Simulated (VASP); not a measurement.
Set up this calculation in VASP 6.6.1, as the native input.

```
Task                   : single point
Functional             : PBE
Potentials or basis    : VASP PAW PBE potentials, release 64 (Mg_GW, H_GW)
Cutoff                 : 500 eV
k mesh                 : 5 × 5 × 5
Occupations            : gaussian, width 0.02 eV
Spin                   : no spin polarisation
Further INCAR settings : ALGO = Fast; EDIFF = 1e-06
```

The structure of MgH2 lies in POSCAR:

```
MgH2
1.0
    0.0000000000      2.3810671667      2.3810671667
    2.3810671667      0.0000000000      2.3810671667
    2.3810671667      2.3810671667      0.0000000000
Mg H
1 2
Direct
    0.0000000000      0.0000000000      0.0000000000
    0.2500000000      0.2500000000      0.2500000000
    0.7500000000      0.7500000000      0.7500000000
```

Measurements of this composition are mostly on another form, of space group No. 136.

The input as run:

INCAR

```
SYSTEM = MgH2
  PREC = Accurate
  ENCUT = 500
  EDIFF = 1E-6
  ISMEAR = 0
  SIGMA = 0.02
  LREAL = .FALSE.
  LASPH = .TRUE.
  NELM = 60
  ALGO = Fast
  ISIF = 2
  LWAVE = .FALSE.
  LCHARG = .FALSE.
  GGA = PE
```

KPOINTS

```
regular mesh
0
G
  5 5 5
  0 0 0
```

Potentials or basis: VASP PAW PBE potentials, release 64 (Mg_GW, H_GW).

Launch:

```bash
$ cat potpaw_PBE.64/Mg_GW/POTCAR potpaw_PBE.64/H_GW/POTCAR > POTCAR
$ mpirun -np 1 vasp_std > vasp.out
```

It gave:

```
Pressure               : -0.9 GPa
Band gap on the k mesh : none (metal or under the smearing width)
```

Caveat: the k mesh is coarse (spacing up to 0.46 Å⁻¹), so the values aren't converged.

Wall time 6.2 s on 1 thread of Intel(R) Xeon(R) Platinum 8488C (Sapphire Rapids), on a shared host, peak memory 0.14 GiB.
